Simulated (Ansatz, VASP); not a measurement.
## One calculation of Ir, two programs

```
Ir
1.0
     0.00000    1.93248    1.93248
     1.93248    0.00000    1.93248
     1.93248    1.93248    0.00000
Ir
1
Direct
  0.00000 0.00000 0.00000
```

Alike in both runs: task single point; functional PBE; dispersion D3(BJ); k mesh 13 × 13 × 13; occupations fermi-dirac, width 0.1 eV; no spin polarisation.

|  | VASP | Ansatz |
| --- | --- | --- |
| version | VASP 6.6.1 | Ansatz 0.2.0 |
| potentials or method | VASP PAW PBE potentials, release 64 (Ir) | plane waves, PAW |
| plane-wave cutoff (eV) | 520 | 500 |
| valence electrons in the cell | 9 | 17 |

|  | VASP | Ansatz | Ansatz less VASP |
| --- | --- | --- | --- |
| pressure (GPa) | -5.7 | -6.3 | -0.57 |
| dispersion energy (meV/atom) | -719.9 | -720.1 | -0.20 |

The two sets of potentials don't hold the same shells in valence.

Caveats: pairwise dispersion overbinds metals, which lowers pressure and volume. The runs have no spin-orbit coupling, so splittings on Ir are missing.
